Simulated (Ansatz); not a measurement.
## Mn3Si under changes of volume

One of the cells (11.709 Å³/atom); the others are scaled copies at fixed shape and fractional positions:

```
CELL_PARAMETERS angstrom
0.00000 2.86100 2.86100
2.86100 0.00000 2.86100
2.86100 2.86100 0.00000
ATOMIC_POSITIONS crystal
Mn 0.75000 0.75000 0.75000
Mn 0.25000 0.25000 0.25000
Mn 0.50000 0.50000 0.50000
Si 0.00000 0.00000 0.00000
```

```yaml
Program: Ansatz 0.2.0
Functional: PBEsol
Potentials_or_basis: all-electron LAPW, scalar-relativistic
Cutoff: 282 eV (chosen from the basis error)
Basis_error_allowed: 0.002 eV/atom
k_mesh: 8 × 8 × 8
Occupations: fermi-dirac, width 0.05 eV
Spin: collinear spin, ferromagnetic start
Starting_moments: "[4.0, 4.0, 4.0, 0.0] μB"
```

| volume (Å³/atom) | energy over the lowest point (meV/atom) | pressure (GPa) | moment (μB per cell) |
| --- | --- | --- | --- |
| 11.007 | 0.00 | -4.6 | 1.04 |
| 11.241 | ? | ? | ? |
| 11.475 | 24.73 | -12.5 | 1.02 |
| 11.709 | 45.28 | -15.9 | 1.01 |
| 11.943 | 70.54 | -18.9 | 1.01 |
| 12.177 | 100.07 | -21.5 | 1.01 |
| 12.412 | 133.29 | -23.9 | 1.00 |

Question: What does the run at 11.241 Å³/atom give?

Answer: Energy over the lowest point 9.44 meV/atom; pressure -8.8 GPa; moment 1.02 μB per cell.

Worked out: A Birch-Murnaghan fit of order 3 (a polynomial in V^(-2/3)) to the other rows has its minimum at 10.80 Å³/atom, just outside them, with B0 = V·E''(V) = 234 GPa and B' = 4.5. It gives 9.39 meV/atom at 11.241 Å³/atom, against the run's 9.44, and -dE/dV = -8.5 GPa, against -8.8. A straight line through the other rows of the moment, of slope -0.0256 μB per Å³/atom, gives 1.03 μB, against the run's 1.02.

Energies are extrapolated to zero smearing.

Caveats: the starting moments weren't kept.
